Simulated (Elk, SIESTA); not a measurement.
A SIESTA input for a self-consistent single point of Li₃N (P6/mmm, 4 atoms in the cell) (DFT, GGA PBE, numerical atomic orbitals TZP, PseudoDojo PBE standard norm-conserving potentials (rewritten from UPF to PSML)):

```
# files in the folder: Li.psml N.psml (PseudoDojo PBE standard)
SystemName  Li3N
SystemLabel li3n

NumberOfAtoms                4
NumberOfSpecies              2
%block ChemicalSpeciesLabel
  1 3 Li
  2 7 N
%endblock ChemicalSpeciesLabel
LatticeConstant              1.0 Ang
%block LatticeVectors
     3.501099000    0.000000000    0.000000000
    -1.750550000    3.032041000    0.000000000
     0.000000000    0.000000000    3.738638000
%endblock LatticeVectors
AtomicCoordinatesFormat      ScaledCartesian
%block AtomicCoordinatesAndAtomicSpecies
     0.000000000    0.000000000    1.869319000  1
    -0.000002084    2.021361677    0.000000000  1
     1.750551084    1.010679323    0.000000000  1
     0.000000000    0.000000000    0.000000000  2
%endblock AtomicCoordinatesAndAtomicSpecies

XC.functional                GGA
XC.authors                   PBE
PAO.BasisSize                TZP
PAO.EnergyShift              0.01 Ry
PAO.Polarization.NonPerturbative true
MeshCutoff                   400 Ry
%block kgrid.MonkhorstPack
    6   0   0  0.0
    0   6   0  0.0
    0   0   5  0.0
%endblock kgrid.MonkhorstPack
OccupationFunction           FD
ElectronicTemperature        10 K

MaxSCFIterations             150
SCF.Mixer.Method             Pulay
SCF.Mixer.Weight             0.25
SCF.Mixer.History            8
SCF.DM.Tolerance             1.0E-04
Diag.ParallelOverK           true
WriteForces                  true
Charge.Mulliken              end
```

### Question
Write the same calculation as an input for Elk.

### Answer
This is the input that was run; spellings and numerical settings could be chosen otherwise.

```
tasks
  0

xctype
  20

rgkmax
  8.0

gmaxvr
  16.0

nxoapwlo
  1

rmtscf
  0.93

stype
  0

swidth
  0.0001

scale
  6.6161186

avec
    1.0000000000    0.0000000590    0.0000000000
   -0.5000000511    0.8660253743    0.0000000000
    0.0000000000    0.0000000000    1.0678469246

atoms
  2   : nspecies
  'Li.in'   : spfname
  3   : natoms; atposl, bfcmt below
  0.0000000000  0.0000000000  0.5000000000    0.0 0.0 0.0
  0.3333333333  0.6666666667  0.0000000000    0.0 0.0 0.0
  0.6666666667  0.3333333333  0.0000000000    0.0 0.0 0.0
  'N.in'   : spfname
  1   : natoms; atposl, bfcmt below
  0.0000000000  0.0000000000  0.0000000000    0.0 0.0 0.0

ngridk
  6 6 5
```

Basis, cutoffs, solver keys and any potentials are the target program's own. This input uses DFT, PBE, all-electron FP-LAPW, Elk's shipped species files, LAPW+lo basis.

The starting cell comes from a database of computed structures (which also holds hypothetical and non-ambient phases and stackings), without a prior relaxation at this level. Its lattice was rescaled by a random factor within 2.5 % of one. For this run, on top of that: lattice scaled by 0.98.
